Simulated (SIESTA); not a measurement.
A run of SIESTA 5.4.2:

ZnO.fdf

```
SystemName                      zincite
SystemLabel                     ZnO
NumberOfSpecies                 2
NumberOfAtoms                   4
%block ChemicalSpeciesLabel
  1  30 Zn
  2   8 O
%endblock ChemicalSpeciesLabel

LatticeConstant                 1.0 Ang
%block LatticeVectors
     3.2493080000     0.0000000000     0.0000000000
    -1.6246540000     2.8139832727     0.0000000000
     0.0000000000     0.0000000000     5.2057090000
%endblock LatticeVectors
AtomicCoordinatesFormat         Fractional
%block AtomicCoordinatesAndAtomicSpecies
     0.6666666667     0.3333333333     0.0000000000  1  Zn
     0.3333333333     0.6666666667     0.5000000000  1  Zn
     0.3333333333     0.6666666667     0.8790100000  2  O
     0.6666666667     0.3333333333     0.3790100000  2  O
%endblock AtomicCoordinatesAndAtomicSpecies

%block kgrid.MonkhorstPack
    9   0   0  0.0
    0   9   0  0.0
    0   0   5  0.0
%endblock kgrid.MonkhorstPack
XC.Functional                   GGA
XC.Authors                      BLYP
PAO.BasisSize                   DZP
PAO.EnergyShift                 0.002 Ry
Mesh.Cutoff                     800 Ry
OccupationFunction              FD
ElectronicTemperature           0.05 eV
MaxSCFIterations                120
SCF.MustConverge                false
SCF.Mixer.Method                Pulay
SCF.Mixer.Weight                0.25
SCF.Mixer.History               8
SCF.DM.Tolerance                5.0e-05
SCF.H.Tolerance                 1.0e-03 eV
WriteForces                     true
Charge.Mulliken                 end
BandLinesScale                  ReciprocalLatticeVectors
%block BandLines
    1    0.000000   0.000000   0.000000  \Gamma
   11    0.500000   0.000000   0.000000  M
    7    0.333333   0.333333   0.000000  K
   13    0.000000   0.000000   0.000000  \Gamma
    6    0.000000   0.000000   0.500000  A
   11    0.500000   0.000000   0.500000  L
    7    0.333333   0.333333   0.500000  H
   13    0.000000   0.000000   0.500000  A
    1    0.500000   0.000000   0.500000  L
    6    0.500000   0.000000   0.000000  M
    1    0.333333   0.333333   0.000000  K
    6    0.333333   0.333333   0.500000  H
%endblock BandLines
```

Potentials or basis: PseudoDojo 0.4 standard (PBE files), DZP (energy shift 0.002 Ry).

Run with:

```sh
$ siesta < ZnO.fdf > ZnO.out 2>&1
```

Hardware: 1 thread of Arm Neoverse V1 (shared host).

Q: How long does it take, and how much memory?

A: Run time: 40 s on 1 thread of Arm Neoverse V1, with other jobs on the host, peak memory 0.25 GiB. Counts: scf iterations 11, k points 203, bands 64.
